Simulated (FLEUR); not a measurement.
# 2 ML Co on Au(111), 3 substrate layers: anisotropy by force theorems, part 2 of 2

Wanted: anisotropy for 2 ML Co on Au(111), 3 substrate layers, with the cost of each step.

FLEUR MaX-R8.1; PBE; all-electron FLAPW film, Dirac cores, scalar-relativistic bands.

So far. Step 2 (Reference state): After 59 cycles the largest moment stands at 1.99 μB.

### Step 5. Spin–orbit coupling, moments along z

Level of this step: PBE; all-electron FLAPW film, Dirac cores, scalar-relativistic bands with spin-orbit coupling (FLEUR).

Spin–orbit coupling ties the spins to the lattice and lets orbital moments form.

A new self-consistent run of the start ferro ++, with the moments along z. The k list default-1 (kpts.xml, not shown) is a Γ-centred 26×26×1 mesh.

Contents of inp.xml:

```
<?xml version="1.0" encoding="UTF-8" standalone="no"?>
<fleurInput fleurInputVersion="0.39">
   <comment>
      Co2Au3
   </comment>
   <calculationSetup>
      <cutoffs Kmax="3.66" Gmax="11.0" GmaxXC="11.0" numbands="185"/>
      <scfLoop itmax="150" minDistance="0.00002" maxIterBroyd="15" imix="Anderson" alpha="0.03" precondParam="0.0" spinf="2.0" sdNocoIR="T"/>
      <coreElectrons ctail="T" frcor="F" kcrel="0" coretail_lmax="0"/>
      <xcFunctional name="pbe" relativisticCorrections="F"/>
      <magnetism jspins="2"/>
      <soc l_soc="T" theta="0.0" phi="0.0" spav="F"/>
      <expertModes spex="0" secvar="F"/>
      <geometryOptimization l_f="F" forcealpha="1.0" forcemix="BFGS" epsdisp="0.00001" epsforce="0.00001"/>
      <ldaU l_linMix="F" mixParam="0.05" spinf="1.0"/>
   </calculationSetup>
   <cell>
      <bzIntegration valenceElectrons="85.0" mode="hist" fermiSmearingEnergy="0.00183747">
         <kPointListSelection listName="default-1"/>
         <xi:include xmlns:xi="http://www.w3.org/2001/XInclude" href="kpts.xml"> </xi:include>
      </bzIntegration>
      <xi:include xmlns:xi="http://www.w3.org/2001/XInclude" href="sym.xml"> </xi:include>
      <filmLattice scale="1.0" dVac="22.4" dTilda="24.9">
         <bravaisMatrixFilm>
            <row-1>    5.4494027270181657     0.0000001156701361</row-1>
            <row-2>   -2.7247014636929130     4.7193211392160981</row-2>
         </bravaisMatrixFilm>
         <vacuumEnergyParameters vacuum="1" spinUp="-.25" spinDown="-.25"/>
         <vacuumEnergyParameters vacuum="2" spinUp="-.25" spinDown="-.25"/>
      </filmLattice>
   </cell>
   <atomSpecies>
      <species name="Gold (Au)" element="Au" atomicNumber="79">
         <mtSphere radius="2.59" gridPoints="857" logIncrement="0.016"/>
         <atomicCutoffs lmax="10" lnonsphr="8"/>
         <electronConfig flipSpins="F">
            <coreConfig>(1s1/2) (2s1/2) (2p1/2) (2p3/2) (3s1/2) (3p1/2) (3p3/2) (4s1/2) (3d3/2) (3d5/2) (4p1/2) (4p3/2) (5s1/2) (4d3/2) (4d5/2) (4f5/2) (4f7/2)</coreConfig>
            <valenceConfig>(5p1/2) (5p3/2) (6s1/2) (5d3/2) (5d5/2)</valenceConfig>
            <stateOccupation state="(6s1/2)" spinUp="0.500000" spinDown="0.500000"/>
         </electronConfig>
         <energyParameters s="6" p="6" d="5" f="5"/>
         <lo type="SCLO" l="1" n="5" eDeriv="0"/>
      </species>
      <species name="Cobalt (Co2.001" element="Co" atomicNumber="27">
         <mtSphere radius="2.24" gridPoints="741" logIncrement="0.016"/>
         <atomicCutoffs lmax="8" lnonsphr="6"/>
         <electronConfig flipSpins="F">
            <coreConfig>(1s1/2) (2s1/2) (2p1/2) (2p3/2)</coreConfig>
            <valenceConfig>(3s1/2) (3p1/2) (3p3/2) (4s1/2) (3d3/2) (3d5/2)</valenceConfig>
            <stateOccupation state="(3d3/2)" spinUp="1.5005" spinDown="1.2995"/>
            <stateOccupation state="(3d5/2)" spinUp="3.0" spinDown="1.2"/>
         </electronConfig>
         <energyParameters s="4" p="4" d="3" f="4"/>
         <lo type="SCLO" l="0" n="3" eDeriv="0"/>
         <lo type="SCLO" l="1" n="3" eDeriv="0"/>
      </species>
   </atomSpecies>
   <atomGroups>
      <atomGroup species="Gold (Au)">
         <filmPos label="                   1">.0000000000 .0000000000 -8.2103572427</filmPos>
         <force calculate="T" relaxXYZ="TTT"/>
      </atomGroup>
      <atomGroup species="Gold (Au)">
         <filmPos label="                   2">-1.000/3.000 1.000/3.000 -3.7607704132</filmPos>
         <force calculate="T" relaxXYZ="TTT"/>
      </atomGroup>
      <atomGroup species="Gold (Au)">
         <filmPos label="                   3">1.000/3.000 -1.000/3.000 .6887735394</filmPos>
         <force calculate="T" relaxXYZ="TTT"/>
      </atomGroup>
      <atomGroup species="Cobalt (Co2.001">
         <filmPos label="                   4">.0000000000 .0000000000 4.6860525958</filmPos>
         <force calculate="T" relaxXYZ="TTT"/>
      </atomGroup>
      <atomGroup species="Cobalt (Co2.001">
         <filmPos label="                   5">-1.000/3.000 1.000/3.000 8.2103572427</filmPos>
         <force calculate="T" relaxXYZ="TTT"/>
      </atomGroup>
   </atomGroups>
   <output dos="F" band="F" slice="F">
      <bandDOS minEnergy="-.5*Htr" maxEnergy="0.5*Htr" sigma="0.015" storeEVData="T"/>
      <plotting iplot="0" polar="F">
         <plot TwoD="T" vec1="  1.0  0.0  0.0" vec2="  0.0  1.0  0.0" vec3="  0.0  0.0  1.0" zero="  0.0  0.0 -0.5" file="plot"/>
      </plotting>
      <moessbauerParams electricFieldGradient="F" isomerShift="F" coreHyperfine="F" valenceHyperfine="F"/>
   </output>
</fleurInput>
```

Contents of crystal.txt:

```
Co2Au3
&input film=T cartesian=F /
2.88369973621  0.00000006121  0.00000000000
-1.44184992112  2.49735719784  0.00000000000
0.00000000000  0.00000000000  1.00000000000
1.8897261246
1.0 1.0 1.0

5
79 0.00000000000  0.00000000000  -8.21035724269
79 0.66666666667  0.33333333333  -3.76077041320
79 0.33333333333  0.66666666667  0.68877353944
27 0.00000000000  0.00000000000  4.68605259579 : 2.001
27 0.66666666667  0.33333333333  8.21035724269 : 2.001

&soc 0.0000000 0.0000000 /
&kpt div1=26 div2=26 div3=1 gamma=T /
```

Started as:

```
$ OMP_NUM_THREADS=1 inpgen -f crystal.txt > inpgen.log  # inp.xml is then edited as shown
$ OMP_NUM_THREADS=1 mpirun -n 8 fleur_MPI > fleur.log
```

Output:

```text
[banner, memory and clock lines left out]
Welcome to FLEUR        (www.flapw.de)
      MaX-Release 8.1          (www.max-centre.eu)

 ========== k-point set info ==========
 Selected k-point list: default-1
 k-point list type: mesh
 0 x 0 x 0
 Number of k points: 232

 [... set-up left out ...]
 Iteration:     1   Distance:      59.27955945 me/bohr^3
 Iteration:     2   Distance:     113.58135490 me/bohr^3
 Iteration:     3   Distance:      37.16288918 me/bohr^3
 Iteration:     4   Distance:      52.94159202 me/bohr^3
 Iteration:     5   Distance:      29.40417776 me/bohr^3
 Iteration:     6   Distance:      21.33392936 me/bohr^3
 Iteration:     7   Distance:      10.21779804 me/bohr^3
 Iteration:     8   Distance:      12.75471192 me/bohr^3
 Iteration:     9   Distance:      12.65519172 me/bohr^3
 Iteration:    10   Distance:      11.76195456 me/bohr^3
[... 37 iterations left out ...]
 Iteration:    48   Distance:       0.00061860 me/bohr^3
 Iteration:    49   Distance:       0.00061680 me/bohr^3
 Iteration:    50   Distance:       0.00025061 me/bohr^3
 Iteration:    51   Distance:       0.00024953 me/bohr^3
 Iteration:    52   Distance:       0.00024426 me/bohr^3
 Iteration:    53   Distance:       0.00011690 me/bohr^3
 Iteration:    54   Distance:       0.00008906 me/bohr^3
 Iteration:    55   Distance:       0.00002995 me/bohr^3
 Iteration:    56   Distance:       0.00002628 me/bohr^3
 Iteration:    57   Distance:       0.00000511 me/bohr^3

 ********************************************************************
 Run finished successfully
 Stop message:
   all done
 ********************************************************************

--- out.xml (last complete iteration) ---
<iteration numberForCurrentRun="   57" overallNumber="   57">
         [... left out ...]
         <bandgap value="0.0000000000" units="eV"/>
         <sumValenceSingleParticleEnergies value="-97.4982967101" units="Htr"/>
         <FermiEnergy value="-0.1586593148" units="Htr"/>
         [... left out ...]
         <magneticMomentsInMTSpheres units="muBohr">
            <globalMagMoment atomType="1" vec="0.00000   0.00000   0.00065"/>
            <globalMagMoment atomType="2" vec="0.00000   0.00000  -0.00369"/>
            <globalMagMoment atomType="3" vec="0.00000   0.00000   0.00765"/>
            <globalMagMoment atomType="4" vec="0.00000   0.00000   1.89895"/>
            <globalMagMoment atomType="5" vec="0.00000   0.00000   1.97941"/>
         </magneticMomentsInMTSpheres>
         <orbitalMomentsInMTSpheres units="muBohr">
            <globalMagMoment atomType="1" vec="0.00000   0.00000   0.00007"/>
            <globalMagMoment atomType="2" vec="0.00000   0.00000   0.00042"/>
            <globalMagMoment atomType="3" vec="0.00000   0.00000   0.00638"/>
            <globalMagMoment atomType="4" vec="0.00000   0.00000   0.12788"/>
            <globalMagMoment atomType="5" vec="0.00000   0.00000   0.14512"/>
         </orbitalMomentsInMTSpheres>
         [... left out ...]
         <totalEnergy value="   -59930.7618335773" units="Htr">
            <sumOfEigenvalues value="   -36892.7272469888">
               <coreElectrons value="-36795.2289502788"/>
               <valenceElectrons value="-97.4982967101"/>
            </sumOfEigenvalues>
         [... left out ...]
            <freeEnergy value="-59930.7628634164"/>
            <extrapolationTo0K value="-59930.7623484968"/>
         </totalEnergy>
         <densityConvergence units="me/bohr^3">
            <chargeDensity spin="1" distance="0.0000024094"/>
            <chargeDensity spin="2" distance="0.0000036684"/>
            <overallChargeDensity distance="0.0000051060"/>
            <spinDensity distance="0.0000035290"/>
         </densityConvergence>
      </iteration>
```

Run time: 51 min. Hardware: 8 MPI ranks of Arm Neoverse V1, shared host; peak memory 2.7 GiB; 6.8 h of CPU time.

Spin moment in the muffin-tin sphere by atom:

```tsv
atom	spin moment in the muffin-tin sphere (μB)
Au1	0.00
Au2	0.00
Au3	0.01
Co4	1.90
Co5	1.98
```

Numbers from this step:

| Property | Result |
| --- | --- |
| free energy | -1630799.1363 eV |
| program's band gap on this mesh (in a metal only a level spacing) | 0 eV |
| magnetization | 3.746 μB |
| final state | ferromagnetic |
| orbital moment along the spin | 0.1451 μB |

Orbital moment in the sphere, along the spin axis by atom:

```tsv
atom	orbital moment in the sphere, along the spin axis (μB)
Au1	0.000
Au2	0.000
Au3	0.006
Co4	0.128
Co5	0.145
```

### Step 6. Results

| Property | Result |
| --- | --- |
| reference state | ferromagnetic |
| largest sphere moment | 1.99 μB |
| easy direction of those tried | z |
| energy along x less z, force theorem | 0.423 meV a primitive cell |
| orbital moment on the atom of largest spin, along its spin (spin–orbit run) | 0.145 μB |

In words: By the force theorem the moments prefer z; shape anisotropy is not in it, and in a film it favours the plane. The difference for the second direction goes from 0.30 meV (mesh 16×16×1, 165 states, 18 min of CPU time) to 0.42 meV (mesh 26×26×1, 165 states, 46 min), so it is not converged. The orbital moment is parallel to the spin, as Hund's third rule has it for a shell over half filled. The state was typed, and no other order was converged beside it, so it need not be the ground state. A substrate of 3 unrelaxed layers is a model; thickness and relaxation can move these numbers.

[Logs and program files are shortened in this print: banners, set-up blocks, solver, clock and traceback lines can be left out without a mark of their own.]

[Logs are printed without paths, hosts, clocks, repeated set-up lines and the standing remarks that a program may print on its own settings, such as how far it seeks lower states.]

[Hosts, paths, dates, database ids (printed as entryN), source tags and the programs' standing remarks are cut or masked in the printed files.]

[Where a cell is said to come from a database of computed structures, the database is the Materials Project.]
